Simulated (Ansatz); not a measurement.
PbF₂ (fluorite structure): what the numbers say

**The experiment.** The Crystallography Open Database holds a cell as deposited of cubic PbF2 (space group Fm-3m), temperature not stated (2011, doi:10.1127/0935-1221/2011/0023-2136): a = 5.931 Å, 17.38 Å³/atom.

Method: r²SCAN, scalar-relativistic; no spin polarisation; PAW, 500 eV, Γ-centred 8×8×8 mesh, 0.05 eV Gaussian smearing; code Ansatz. The datasets are Ansatz's generated set soft_2.

The start was a prototype's sites filled with these elements; the Crystallography Open Database holds the compound in this structure.

The relaxed structure (symmetry read at 0.01 Å). It takes space group Fm-3m (No. 225, cubic). The conventional cell has a = 5.921 Å, b = 5.921 Å, c = 5.921 Å, α = 90.00°, β = 90.00°, γ = 90.00°. Around Pb (site symmetry m-3m) lie 8 F at 2.56 Å. Around F (site symmetry -43m) lie 4 Pb at 2.56 Å. (Shells end 15 % past the nearest neighbour.)

Results at this level of theory:

| Property | Result |
| --- | --- |
| Volume | 17.30 Å³/atom |
| Band gap | 4.93 eV |
| Smallest direct gap | 5.07 eV |
| Bader charges | Pb 1.62; F -0.81 e |
| Formation energy from the elements (0 K, uncorrected) | -2.56 eV/atom |
| Bulk modulus (Birch–Murnaghan) | 77 GPa |
| Pressure derivative B0′ | 4.7 |
| Shear modulus (Hill) | 25 GPa |
| Young's modulus | 67 GPa |
| Poisson's ratio | 0.36 |
| Elastically stable | yes |

It is indirect: 4.93 eV, against 5.07 eV for the smallest direct gap. Within 0.6 eV of the edges the projected states are 64 % F 2p at the top of the valence band and 83 % Pb 6p at the bottom of the conduction band. The valence edge mixes anion p with metal states, so the bond is partly covalent and the gap isn't a plain transfer from F to Pb.

Shannon's ionic radii give a check on the bond lengths: Pb²⁺ with 8 neighbours 1.29 Å + F⁻ 1.31 Å = 2.60 Å against a computed mean of 2.56 Å. Sums and bonds agree within 3 %, so ion sizes set the bond lengths.

Bader charges against formal ones: Pb +1.62 (+2), F −0.81 (−1). The cations give up 81 % of the formal charge; Bader charges stay under formal ones because the anions' density reaches into the cations' basins, though a share this high marks a strongly ionic bond.

Problem. How stiff is it, in energy terms?

Solution. B0·V0 = 77.2 GPa × 17.30 Å³ = 8.34 eV/atom sets the scale: near the minimum ΔE ≈ ½ B0 V0 x², with x = V/V0 − 1, and a pressure of 0.8 GPa squeezes the volume by about 1 %. At the ends of the curve: x = −4.0 % predicts 6.7 meV/atom and the run gives 7.3; x = +7.0 % predicts 20.3 meV/atom and the run gives 17.9. The lopsidedness is anharmonic: atoms resist being pushed together more than being pulled apart.

Problem. Which Debye temperature follows from the elastic moduli?

Solution. K = 77 GPa and G = 25 GPa (Hill). With a density of 7.846 g/cm³ (mean mass 81.7 u, 17.30 Å³/atom), K = 77.3 and G = 24.65 GPa from the unrounded constants, v_l = √((K + 4G/3)/ρ) = 3750 m/s and v_t = √(G/ρ) = 1770 m/s. The mean [(1/v_l³ + 2/v_t³)/3]^(−1/3) is 1990 m/s, and θ_D = (ħ/k_B)(6π²/V)^(1/3) v_m ≈ 230 K, with V the volume an atom.

**Against experiment.** r²SCAN gives 5.921 Å and 17.30 Å³/atom, −0.5 % in volume (−0.2 % in length) from the database's cell. Agreement this close is partly luck: the calculation is for a static lattice, the crystal has zero-point motion and thermal expansion, roughly 0.9 to 2.3 % in volume at 300 K (room temperature assumed) by Grüneisen's rule, γ·3k_BT/(B0·V0) with γ of 1 to 2.5.

Kohn–Sham gaps of semilocal functionals lie under measured ones, often by a third or more. No spin–orbit coupling, a notable omission for heavy elements.
